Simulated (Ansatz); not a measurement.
# LiF: the cost of one run

Program: Ansatz 0.2.0. Level of theory: DFT PBE, scalar-relativistic, plane waves, PAW. These are calculated values, not measurements.

## 1. The system as given

Symmetry: P4_32_12, No. 96, tetragonal system. The conventional cell has a = 5.384 Å, b = 5.384 Å, c = 2.821 Å, α = 90.00°, β = 90.00°, γ = 90.00°. Around Li (site symmetry 2) lie 4 F at 1.90 to 1.92 Å. F (site symmetry 2) has 4 Li at 1.90 to 1.92 Å as nearest neighbours.

Coordinates:

```
Li F
1.0
     5.38376    0.00000    0.00000
     0.00000    5.38376    0.00000
     0.00000    0.00000    2.82131
Li F
4 4
Direct
  0.66329 0.33671 0.25000
  0.33671 0.66329 0.75000
  0.16329 0.16329 0.00000
  0.83671 0.83671 0.50000
  0.83117 0.16883 0.75000
  0.16883 0.83117 0.25000
  0.33117 0.33117 0.50000
  0.66883 0.66883 0.00000
```

It is the end of an earlier relaxation with the same method, from a generated guess; it needn't be the stable form of this composition. At a tolerance of 0.02 Å it has space group P4_32_12 (No. 96); it has 10.22 Å³/atom, an uncorrected energy of -2.89 eV/atom over the elements and, on its mesh, gap 7.37 eV.

## 2. The cell scaled to 0.97 of its volume

File input.yaml:

```yaml
crystal:
  lattice:
    - [5.3293714093, 0.0, 0.0]
    - [0.0, 5.3293714093, 0.0]
    - [0.0, 0.0, 2.7928127063]
  atoms:
    - { symbol: Li, position: [0.6632934225, 0.3367065775, 0.25] }
    - { symbol: Li, position: [0.3367065775, 0.6632934225, 0.75] }
    - { symbol: Li, position: [0.1632934225, 0.1632934225, 0.0] }
    - { symbol: Li, position: [0.8367065775, 0.8367065775, 0.5] }
    - { symbol: F, position: [0.8311704254, 0.1688295746, 0.75] }
    - { symbol: F, position: [0.1688295746, 0.8311704254, 0.25] }
    - { symbol: F, position: [0.3311704254, 0.3311704254, 0.5] }
    - { symbol: F, position: [0.6688295746, 0.6688295746, 0.0] }
basis:
  ecutwfc: 420
kpoints:
  mp_grid: { grid: [4, 4, 8] }
hamiltonian:
  xc: pbe
scf:
  occupations: { method: gaussian, width: 0.02 }
output:
  forces: true
  stress: true
  eigenvalues: true
relax:
  adjacent_minimum: "off"
  f_tol: 0.01
  max_steps: 30
  cell: { stress_tol: 0.1, fix: [volume] }
```

Command:

```sh
> ansatz run input.yaml --threads 1 --pin off --max-ram 2560MiB --backend cpu --events-out ev --progress --plain --runs-dir out
```

Q: Estimate wall time and peak memory on 1 thread of Intel Xeon at 2.50GHz (Skylake/Cascade Lake), shared host.

About 31 s, with a peak of 0.36 GiB.
